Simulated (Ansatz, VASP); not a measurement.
## One calculation of MgO, two programs

File INCAR:

```
PREC     = Accurate       # precision mode
ENCUT    = 520            # plane-wave cutoff, eV
EDIFF    = 1E-7           # SCF threshold, eV
ISMEAR   = -1             # smearing method
SIGMA    = 0.02           # smearing width, eV
LREAL    = False          # projectors in reciprocal space
LASPH    = True           # aspherical terms in the spheres
NELM     = 80             # most SCF steps
ALGO     = Normal         # electronic algorithm
ISIF     = 2              # what is computed and relaxed
LWAVE    = False          # write WAVECAR
LCHARG   = False          # write CHGCAR
GGA      = PE             # functional
NBANDS   = 11             # bands
```

Contents of KPOINTS:

```
Automatic mesh
0
Gamma
  10 10 10
```

File POSCAR:

```
MgO
1.0
    0.0000000000      2.1980262510      2.1021674168
    2.1980262510      0.0000000000      2.1021674168
    2.1980262510      2.1980262510      0.0000000000
Mg O
1 1
Direct
    0.0000000000      0.0000000000      0.0000000000
    0.5000000000      0.5000000000      0.5000000000
```

Input for Ansatz:

```yaml
crystal:
  lattice:
    - [0.0, 2.198026251, 2.1021674168]
    - [2.198026251, 0.0, 2.1021674168]
    - [2.198026251, 2.198026251, 0.0]
  atoms:
    - { symbol: Mg, position: [0.0, 0.0, 0.0] }
    - { symbol: O, position: [0.5, 0.5, 0.5] }
kpoints:
  mp_grid: { grid: [10, 10, 10] }
  band_path:
    path:
      - [0.0, 0.0, 0.0]
      - [0.5, 0.0, 0.5]
      - [0.625, 0.25, 0.625]
      - [0.375, 0.375, 0.75]
      - [0.5, 0.5, 0.5]
      - [0.5, 0.25, 0.75]
    npoints: 1
hamiltonian:
  xc: pbe
scf:
  occupations: { method: fermi_dirac, width: 0.02 }
  n_extra_bands: 4
output:
  forces: true
  stress: true
  eigenvalues: true
```

Change from the starting cell: biaxial_xy strain +4.6%.

Alike in both runs: task single point; functional PBE; k mesh 10 × 10 × 10; occupations fermi-dirac, width 0.02 eV; no spin polarisation.

|  | VASP | Ansatz |
| --- | --- | --- |
| version | VASP 6.6.1 | Ansatz 0.2.0 |
| potentials or method | VASP PAW PBE potentials, release 64 (Mg, O) | plane waves, PAW |
| plane-wave cutoff (eV) | 520 | 420 |
| valence electrons in the cell | 8 | 16 |

```tsv
	VASP	Ansatz	Ansatz less VASP
gap on the k mesh at the Fermi level (eV)	3.91	3.93	+0.020
pressure (GPa)	-7.4	-6.7	+0.74
largest component of the traceless stress (GPa)	4.10	4.08	-0.014
```

The two sets of potentials don't hold the same shells in valence.
